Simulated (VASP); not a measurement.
Crystal: KI.

```
I K
1.0
     0.00000    3.53277    3.53277
     3.53277    0.00000    3.53277
     3.53277    3.53277    0.00000
I K
1 1
Direct
  0.50000 0.50000 0.50000
  0.00000 0.00000 0.00000
```

Base run:

```yaml
Program: VASP 6.6.1
Functional: PBE0(alpha)
Potentials_or_basis: VASP PAW PBE potentials, release 64 (I, K_sv)
Cutoff: 520 eV
k_mesh: 4 × 4 × 4
Occupations: fermi-dirac, width 0.05 eV
Spin: no spin polarisation
```

Its results: band gap on the k mesh 7.39 eV, direct; pressure 0.1 GPa.

Q: The run is repeated on the same cell with these changes: share of exact exchange from 0.5 to 0.1. What comes out?

A: Band gap on the k mesh 4.63 eV, direct; pressure 0.5 GPa.

Caveats: the PAW data sets were made with another functional, which shifts forces and pressure a little; spin-orbit coupling is left out, which moves the levels of the heavy elements.

